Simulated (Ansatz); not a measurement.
Pd under changes of volume

One of the cells (14.750 Å³/atom); the others are scaled copies at fixed shape and fractional positions:

```
Pd
1.0
     0.00000    1.94650    1.94650
     1.94650    0.00000    1.94650
     1.94650    1.94650    0.00000
Pd
1
Cartesian
  0.0000 0.0000 0.0000
```

| Quantity | Value |
| --- | --- |
| Program | Ansatz 0.2.0 |
| Functional | PBE |
| Potentials or basis | Ansatz PAW earlier set |
| Cutoff | 600 eV (not typed: the program's choice for these potentials) |
| k mesh | 12 × 12 × 12 |
| Occupations | fermi-dirac, width 0.05 eV |
| Spin | no spin polarisation |

```csv
volume (Å³/atom),energy over the lowest point (meV/atom),pressure (GPa)
13.865,?,?
14.160,52.02,16.1
14.455,27.22,11.2
14.750,10.92,6.9
15.045,2.13,3.0
15.340,0.00,-0.4
15.635,3.79,-3.4
```

**Question.** What does the run at 13.865 Å³/atom give?

**Answer.** Energy over the lowest point 86.53 meV/atom; pressure 21.8 GPa.

Worked out: A Birch-Murnaghan fit of order 3 (a polynomial in V^(-2/3)) to the other rows has its minimum at 15.29 Å³/atom with B0 = V·E''(V) = 169 GPa and B' = 5.3. It gives 86.39 meV/atom at 13.865 Å³/atom, against the run's 86.53, and -dE/dV = 21.5 GPa, against 21.8.

Energies are extrapolated to zero smearing.
